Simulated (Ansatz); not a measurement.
# TaSi2 (P6_222) in Ansatz: a series of runs

The runs below take TaSi2 through relaxation of cell and atoms, with r2SCAN, LDA.

Program: Ansatz 0.2.0. These are calculated values, not measurements. Logs are shortened: lines on timing, memory, paths and dates and some standing lists are left out, and cuts for length are marked.

## (1) The crystal as given

The structure is hexagonal, space group P6_222 (No. 180). Conventional cell: a = 4.780 Å, b = 4.780 Å, c = 6.564 Å, α = 90.00°, β = 90.00°, γ = 120.00°. Ta (site symmetry 222) has 10 Si at 2.59 to 2.76 Å as nearest neighbours. Si (site symmetry 2) has 5 Si at 2.59 to 2.76 Å and 5 Ta at 2.59 to 2.76 Å as nearest neighbours.

## (2) Relaxation of cell and atoms, r2SCAN

Input file input.yaml:

```yaml
crystal:
  lattice:
    - [4.78, 0.0, 0.0]
    - [-2.39, 4.1396014301, 0.0]
    - [0.0, 0.0, 6.564]
  atoms:
    - { symbol: Ta, position: [0.0, 0.5, 0.1666666667] }
    - { symbol: Ta, position: [0.5, 0.5, 0.8333333333] }
    - { symbol: Ta, position: [0.5, 0.0, 0.5] }
    - { symbol: Si, position: [0.3333, 0.16665, 0.1666666667] }
    - { symbol: Si, position: [0.16665, 0.83335, 0.8333333333] }
    - { symbol: Si, position: [0.83335, 0.6667, 0.5] }
    - { symbol: Si, position: [0.6667, 0.83335, 0.1666666667] }
    - { symbol: Si, position: [0.83335, 0.16665, 0.8333333333] }
    - { symbol: Si, position: [0.16665, 0.3333, 0.5] }
hamiltonian:
  xc: r2scan
  pseudopotentials: { kind: paw }
kpoints:
  mp_grid: { grid: [7, 7, 4] }
scf:
  occupations: { method: fermi_dirac, width: 0.05 }
output:
  forces: true
  stress: true
  eigenvalues: true
relax:
  f_tol: 0.01
  max_steps: 40
  cell: { stress_tol: 0.05 }
```

Potentials or basis: Ansatz PAW.

On the command line:

```
> ansatz run input.yaml --threads 4 --pin off --max-ram 11264MiB --backend cpu --events-out ev --progress --plain --runs-dir out
```

The log of the run:

```text
Warning: RAYON_NUM_THREADS=4 ignored (pool sized by the plan → 4); use --threads N
Engine: ansatz 0.2.0, x86_64-unknown-linux-gnu
Pseudopotentials: kind: paw
Pseudopotential: Ta, paw, valence charge 13, recommended cutoff 500 eV (meta_gga), Ta.paw.azcp
Pseudopotential: Si, paw, valence charge 4, recommended cutoff 500 eV (meta_gga), Si.paw.azcp
Functional definition: r2SCAN
  parameter k0 = 0.174
  parameter k1 = 0.065
  parameter a1 = 4.9479
  exchange = r2scan_x(k0 = k0, k1 = k1, a1 = a1)
  correlation = r2scan_c
Crystal: 9 atoms, lattice volume = 129.884 Å³
Basis set: ecut = 500 eV, 3269 PW (Γ), exchange–correlation on 144×144×192 points (64 copies of the dense FFT grid, shifted against one another)
Bands: 41, of which v1, the nominal top of the filled ones, is band 32 counted from 1 (31 counted from 0)
Symmetry: 12 space group operations
Space group: P6222 (ITA 180), of the structure as read, at distance tolerance 5.1e-5 Å
k-points: 24 of 196 (time reversal used)
Non-local potential: Ta, projectors of the file, l = 0: 3, l = 1: 2, l = 2: 2, l = 3: 1
Non-local potential: Si, projectors of the file, l = 0: 2, l = 1: 2, l = 2: 2
PAW form: soft (Blöchl's): semilocal exchange-correlation on the pseudo side does not see the compensation charge
PAW frozen core: Ta, regenerated for the run's functional (the file was generated under x = pbe(κ = 0.804, μ = 0.2195149727645171), c = pbe(β = 0.06672455060314922))
PAW frozen core: Si, regenerated for the run's functional (the file was generated under x = pbe(κ = 0.804, μ = 0.2195149727645171), c = pbe(β = 0.06672455060314922))
PAW one-centre angular grid: Ta, 590 points (default); XC on 160 Gauss nodes
PAW one-centre angular grid: Si, 302 points (default); XC on 160 Gauss nodes
Initial density: superposition of atomic densities (neutral atoms: chi_scale 0, normalization atom), corrected by the library's trained network
Initial wavefunctions: pseudopotential atomic-orbital guess
Functional: x = r2scan, c = r2scan; τ floored in thin density (d = 2e-4 eV/Å³)
SCF iter   1: F=—  HF=-33671.179122 eV  |F-HF|=—  |Δ(HF+E_count)|=         —  Δρ=8.07e-3  dr2=1.13e-1  dr2_τ=1.15e-1  ethr=1.77e-3  ⟨swp⟩=6.8  Hψ=4617  notcnv=0  defer=11
preconditioner: auto → Kerker (q_TF=auto, 2.418 Å⁻¹)  [metal: Δε(μ)=0.046 eV  Ē_g=7.802 eV  σ=0.050 eV  W_gap=0.23  n_scr=22 (ndim 8)  ℏωp=20.3 eV  f_vac=0.000  D(μ)=3.94/eV (n_scr^D=22)]
SCF iter   2: F=—  HF=-33671.331844 eV  |F-HF|=—  |Δ(HF+E_count)|=   1.53e-1  Δρ=4.33e-3  dr2=1.91e-2  dr2_τ=1.43e-3  ethr=1.80e-4  ⟨swp⟩=2.9  Hψ=1876  notcnv=0  defer=59
SCF iter   3: F=—  HF=-33671.337023 eV  |F-HF|=—  |Δ(HF+E_count)|=   5.18e-3  Δρ=1.61e-3  dr2=2.65e-3  dr2_τ=2.56e-4  ethr=3.04e-5  ⟨swp⟩=2.0  Hψ=1379  notcnv=0  defer=59
[... 74 lines left out ...]
  E_vxc        = -983.304720  (∫ρ·V_xc dr)
  E_paw        = -28387.246608  (= ΣΔE_a)
  E_vpaw       = -379.239779  (= ΣTr[D̂ρ^β])
  E_aug_tail   = 0.000266  (compensation charges beyond the density's cutoff)
  E_vtau       = 46.608109  (kinetic-family band-sum trace: ∫τ·v_τ [+ j·A + Jᵃ·Aᵃ] dr)
  E_ewald      = -4473.010902
  E_core_change = -2.727439  (= ΣΔE_core)
  E_smearing   = -0.024937  (= −TS)
  E_closure    = 0.000000  (closes the sum)
  Σ components = -33671.508890   (vs F -33671.508890, Δ=0.00e0)
--- Forces (eV/Å), atoms counted from 1 ---
  atom   1  Ta     0.00000000     0.00000000     0.00000000
  atom   2  Ta     0.00000000    -0.00000000    -0.00000000
  atom   3  Ta    -0.00000000     0.00000000     0.00000000
  atom   4  Si     0.00030056     0.00017353    -0.00000000
  atom   5  Si     0.00030056    -0.00017353    -0.00000000
  atom   6  Si     0.00000000    -0.00034705     0.00000000
  atom   7  Si    -0.00030056    -0.00017353     0.00000000
  atom   8  Si    -0.00030056     0.00017353    -0.00000000
  atom   9  Si     0.00000000     0.00034705    -0.00000000
  max |Σ_I F_I| component: 1.07e-16 eV/Å
--- Stress (GPa, compression-positive) ---
       -0.001411       0.000000      -0.000000
        0.000000      -0.001411       0.000000
       -0.000000       0.000000      -0.005680
  P = ⅓ Tr σ = -0.0028 GPa (-0.028 kbar)
--- Band table (eV; the first three rows and the last of 24) ---
  k-point 0: bands = ["-54.2339", "-54.2164", "-54.2164", "-20.2891", "-20.2865", "-20.2865", "-20.2211", "-20.2211", "-20.1148", "-20.1101", "-20.1055", "-20.1055", "1.0866", "4.6052", "4.6052", "8.2803", "9.0482", "9.0482", "9.0665", "9.0665", "10.2685", "11.1472", "11.1472", "11.5169", "12.4877", "12.4877", "12.5939", "12.6020", "12.6020", "12.9140", "12.9140", "13.5659", "16.1102", "18.5002", "18.5002", "19.0329", "19.0506", "19.1434", "19.4332", "19.4332", "19.5711"]
  k-point 1: bands = ["-54.2323", "-54.2222", "-54.2121", "-20.3247", "-20.2779", "-20.2313", "-20.2276", "-20.2247", "-20.1284", "-20.1273", "-20.1193", "-20.0790", "1.3443", "3.2290", "5.9872", "8.4958", "8.6768", "8.9932", "9.4674", "9.5610", "9.9735", "10.1889", "10.5287", "10.9108", "12.3103", "12.5749", "12.7852", "12.8254", "12.9209", "13.0450", "13.4586", "14.2620", "16.8339", "17.7612", "18.2673", "18.8095", "18.9803", "19.0509", "19.3314", "19.4604", "19.5871"]
  k-point 2: bands = ["-54.2280", "-54.2280", "-54.2106", "-20.3383", "-20.2502", "-20.2502", "-20.2309", "-20.1727", "-20.1727", "-20.1286", "-20.1286", "-20.0684", "2.0883", "2.0883", "6.8652", "8.5327", "8.5499", "9.0154", "9.0154", "9.9605", "9.9605", "10.0782", "10.0782", "10.6946", "12.2657", "12.4097", "12.4097", "12.8923", "12.9923", "13.2660", "13.2660", "16.4941", "16.4941", "18.0981", "18.0981", "18.9659", "18.9659", "18.9917", "19.0819", "19.0915", "19.4057"]
  k-point 23: bands = ["-54.2279", "-54.2209", "-54.2177", "-20.3350", "-20.3053", "-20.3049", "-20.2081", "-20.1861", "-20.1443", "-20.1052", "-20.1031", "-20.0785", "3.9732", "4.0075", "4.9186", "5.7808", "5.9239", "7.0749", "9.6081", "9.6261", "10.5050", "10.7823", "12.1787", "12.2366", "12.4218", "12.4856", "12.5267", "12.6364", "14.0804", "14.7190", "14.7462", "15.2935", "16.4408", "17.0906", "17.1559", "17.7263", "17.7615", "18.4337", "18.8131", "18.9679", "19.2446"]
--- Relaxed structure (5 steps of the walk, 5 accepted, 1 SCFs on fresh bases) ---
  F+E_penalty+E_count = -33671.50888997 eV   max|allowed force component| = 3.471e-4 eV/Å   (the final SCF, on the basis selected at the relaxed cell)
  cell:  # Å, volume = 129.5993 Å³
    - [4.773258698491688, -3.6356330727747515e-33, -8.331659125108806e-34]
    - [-2.386629349245844, 4.133763291728848, -5.975254224681001e-20]
    - [1.8721989139380394e-34, -9.474721031272237e-20, 6.568136859899398]
  atoms:
    - { symbol: Ta, position: [1.9100273291389546e-21, 0.5, 0.1666666666666667] }
    - { symbol: Ta, position: [0.5, 0.5, 0.8333333333333336] }
    - { symbol: Ta, position: [0.5, 6.955160179329975e-19, 0.5000000000000001] }
    - { symbol: Si, position: [0.31747725188621595, 0.15873862594310803, 0.1666666666666667] }
    - { symbol: Si, position: [0.158738625943108, 0.8412613740568923, 0.8333333333333336] }
    - { symbol: Si, position: [0.841261374056892, 0.6825227481137841, 0.5000000000000001] }
    - { symbol: Si, position: [0.6825227481137841, 0.8412613740568923, 0.1666666666666667] }
    - { symbol: Si, position: [0.8412613740568922, 0.15873862594310803, 0.8333333333333336] }
    - { symbol: Si, position: [0.15873862594310803, 0.31747725188621606, 0.5000000000000001] }
```

Run time: 88 s. Hardware: 4 threads of AMD EPYC (Zen 3), shared host; peak memory 0.74 GiB.

What came out:

```
Free energy                            : -33671.5089 eV
Relaxed volume                         : 14.40 Å³/atom
Relaxed cell                           : a = 4.773 Å, b = 4.773 Å, c = 6.568 Å, α = 90.00°, β = 90.00°, γ = 120.00°
Space group after relaxing (to 0.05 Å) : P6_222 (No. 180)
Energy gained by relaxing              : 19.1 meV/atom
Ionic steps                            : 6
Pressure after relaxing                : 0.0 GPa
Band gap on the k mesh                 : none (metal or under the smearing width)
```

Step by step:
```
step  energy change (eV)  largest force (eV/Å)  volume (Å³)
   1              0.0000                0.8348       129.88
   2             -0.1574                0.1945       129.70
   3             -0.1709                0.0159       129.77
   4             -0.1715                0.0039       129.56
   5             -0.1715                0.0003       129.60
   6             -0.1715                0.0003       129.60
```

Final structure:
```
Ta Si
1.0
     4.77326    0.00000    0.00000
    -2.38663    4.13376    0.00000
     0.00000    0.00000    6.56814
Ta Si
3 6
Direct
  0.00000 0.50000 0.16667
  0.50000 0.50000 0.83333
  0.50000 0.00000 0.50000
  0.31748 0.15874 0.16667
  0.15874 0.84126 0.83333
  0.84126 0.68252 0.50000
  0.68252 0.84126 0.16667
  0.84126 0.15874 0.83333
  0.15874 0.31748 0.50000
```

Caveat: the plane-wave basis is chosen anew once the cell has moved, so the energies of steps on either side of that aren't comparable; the PAW data sets come from PBE, with cores solved anew for the run's functional, which leaves a small shift of forces and pressure. Spin-orbit coupling is left out, which matters for the levels of Ta.

## (3) Relaxation of cell and atoms, LDA

Changes to input.yaml since step 2:

```diff
@@ -16,3 +16,3 @@
 hamiltonian:
-  xc: r2scan
+  xc: lda
   pseudopotentials: { kind: paw }
```

Potentials or basis: Ansatz PAW.

On the command line:

```
> ansatz run input.yaml --threads 4 --pin off --max-ram 11264MiB --backend cpu --events-out ev --progress --plain --runs-dir out
```

It took 40 s on 4 threads of AMD EPYC (Zen 3), shared host; peak memory 0.5 GiB.

It converged, with:

| Quantity | Value |
| --- | --- |
| Free energy | -32704.8619 eV |
| Relaxed volume | 14.04 Å³/atom |
| Relaxed cell | a = 4.729 Å, b = 4.729 Å, c = 6.526 Å, α = 90.00°, β = 90.00°, γ = 120.00° |
| Space group after relaxing (to 0.05 Å) | P6_222 (No. 180) |
| Energy gained by relaxing | 20.7 meV/atom |
| Ionic steps | 5 |
| Pressure after relaxing | 0.0 GPa |
| Largest force after relaxing | 0.007 eV/Å |
| Band gap on the k mesh | none (metal or under the smearing width) |

Forces on the atoms (eV/Å):
```
Ta   0.000  0.000  0.000
Ta   0.000  0.000  0.000
Ta   0.000  0.000  0.000
Si  -0.006 -0.003  0.000
Si  -0.006  0.003  0.000
Si   0.000  0.007  0.000
Si   0.006  0.003  0.000
Si   0.006 -0.003  0.000
Si   0.000 -0.007  0.000
```

The path:
```tsv
step	energy change (eV)	largest force (eV/Å)	volume (Å³)
1	0.0000	0.6980	129.88
2	-0.1565	0.1322	124.41
3	-0.1853	0.0065	126.74
4	-0.1869	0.0066	126.36
5	-0.1859	0.0067	126.36
```

Final structure:
```yaml
crystal:
  lattice:
    - [4.72857, 0.00000, 0.00000]
    - [-2.36429, 4.09507, 0.00000]
    - [0.00000, 0.00000, 6.52561]
  atoms:
    - { symbol: Ta, position: [0.00000, 0.50000, 0.16667] }
    - { symbol: Ta, position: [0.50000, 0.50000, 0.83333] }
    - { symbol: Ta, position: [0.50000, 0.00000, 0.50000] }
    - { symbol: Si, position: [0.31948, 0.15974, 0.16667] }
    - { symbol: Si, position: [0.15974, 0.84026, 0.83333] }
    - { symbol: Si, position: [0.84026, 0.68052, 0.50000] }
    - { symbol: Si, position: [0.68052, 0.84026, 0.16667] }
    - { symbol: Si, position: [0.84026, 0.15974, 0.83333] }
    - { symbol: Si, position: [0.15974, 0.31948, 0.50000] }
```

Levels at points of the mesh, in eV from the Fermi level:
```
            k point  band 29  band 30  band 31  band 32  band 33  band 34  band 35  band 36
 (0.00, 0.00, 0.00)    -2.35    -2.22    -2.22    -1.41     0.71     3.12     3.12     3.57
(0.00, 0.00, -0.50)    -1.87    -1.71    -1.71     1.10     1.10     2.77     2.77     3.53
```

Caveat: the plane-wave basis is chosen anew once the cell has moved, so the energies of steps on either side of that aren't comparable; the PAW data sets come from PBE, with cores solved anew for the run's functional, which leaves a small shift of forces and pressure. Spin-orbit coupling is left out, which matters for the levels of Ta.
